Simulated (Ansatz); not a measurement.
The following input was run with Ansatz 0.2.0.

```yaml
crystal:
  lattice:
    - [0.0, 2.5751358841, 2.5751358841]
    - [2.5751358841, 0.0, 2.5751358841]
    - [2.5751358841, 2.5751358841, 0.0]
  atoms:
    - { symbol: Li, position: [0.0, 0.0, 0.0] }
    - { symbol: Cl, position: [0.5, 0.5, 0.5] }
basis:
  ecutwfc: 500
kpoints:
  mp_grid: { grid: [8, 8, 8] }
  band_path: { path: [VBM, CBM], npoints: 2 }
hamiltonian:
  xc: r2scan
scf:
  occupations: { method: gaussian, width: 0.02 }
output:
  forces: false
  stress: false
  eigenvalues: true
checkpoint:
  read: start.run
  write: ck
  compress: false
  write_wavefunctions: false
  write_every: 100000
```

Launched with
```bash
ansatz run input.yaml --threads 1 --pin off --max-ram 2560MiB --backend cpu --events-out ev --progress --plain --runs-dir out
```

These are results of Ansatz 0.2.0, DFT r2SCAN, scalar-relativistic, plane waves, PAW, not measurements.

Abridged output (iterations and final results):

```
SCF iter   1: F=—  HF=-1292.791408 eV  |F-HF|=—  |Δ(HF+E_count)|=         —  Δρ=6.05e-6  dr2=5.21e-9  dr2_τ=1.17e-9  ethr=1.98e-5  ⟨swp⟩=1.8  Hψ=2440  notcnv=0
SCF iter   2: F=—  HF=-1292.791407 eV  |F-HF|=—  |Δ(HF+E_count)|=   6.48e-7  Δρ=4.81e-6  dr2=6.96e-9  dr2_τ=1.30e-9  ethr=5.21e-11  ⟨swp⟩=5.7  Hψ=1319  notcnv=0
SCF iter   3: F=-1292.791407 eV  HF=-1292.791407 eV  |F-HF|=1.03e-9  |Δ(HF+E_count)|=   1.48e-9  Δρ=2.94e-6  dr2=2.13e-9  dr2_τ=2.87e-10  ethr=5.21e-11  ⟨swp⟩=1.0  Hψ=662  notcnv=0
SCF 1 converged in 3 iterations: F = -1292.791407 eV  dr2 = 2.13e-9
SCF converged after 3 iterations
Free energy (F): -1292.791407 eV
Harris-Foulkes:  -1292.791407 eV  (|F-HF|=1.03e-9)
Internal energy: -1292.791407 eV  (E = F + TS)
E sigma→0 (E₀):  -1292.791407 eV
Fermi energy:    4.799120 eV
--- Per-component energies (eV) ---
  E_band       = -111.614621
  E_kinetic    = 183.389470
  E_local      = -327.052255  (includes V_loc(G=0)·N_el)
  E_nonlocal   = -4.992900
  E_hartree    = 95.581527
  E_xc         = -115.403852
  E_vxc        = -150.800135  (∫ρ·V_xc dr)
  E_paw        = -688.448780  (= ΣΔE_a)
  E_vpaw       = -11.374525  (= ΣTr[D̂ρ^β])
  E_aug_tail   = -0.000062  (compensation charges beyond the density's cutoff)
  E_vtau       = 8.053275  (kinetic-family band-sum trace: ∫τ·v_τ [+ j·A + Jᵃ·Aᵃ] dr)
  E_ewald      = -435.728147
  E_core_change = -0.136407  (= ΣΔE_core)
  E_smearing   =  0.000000  (= −TS)
--- Band table (eV; the first three rows and the last of 29) ---
  k-point 0: bands = ["-43.5283", "-12.7198", "1.2225", "1.2225", "1.2225", "8.3757", "13.7209", "13.7209", "13.7209"]
  k-point 1: bands = ["-43.5279", "-12.6435", "0.7065", "1.1797", "1.1797", "8.8383", "13.0228", "13.7088", "13.7088"]
  k-point 2: bands = ["-43.5270", "-12.4495", "-0.3452", "1.0814", "1.0814", "9.2486", "12.6627", "12.6627", "12.9580"]
  k-point 28: bands = ["-43.5250", "-11.9129", "-0.8790", "-0.8790", "0.1595", "11.4841", "12.2345", "12.3770", "12.3770"]
```

The calculation finished and met its thresholds.

Time: 2.9 s on 1 thread of Arm Neoverse V2 (shared host), peak memory 0.31 GiB.

The run starts from the saved density of an earlier one, so iterations and time are fewer than from atoms.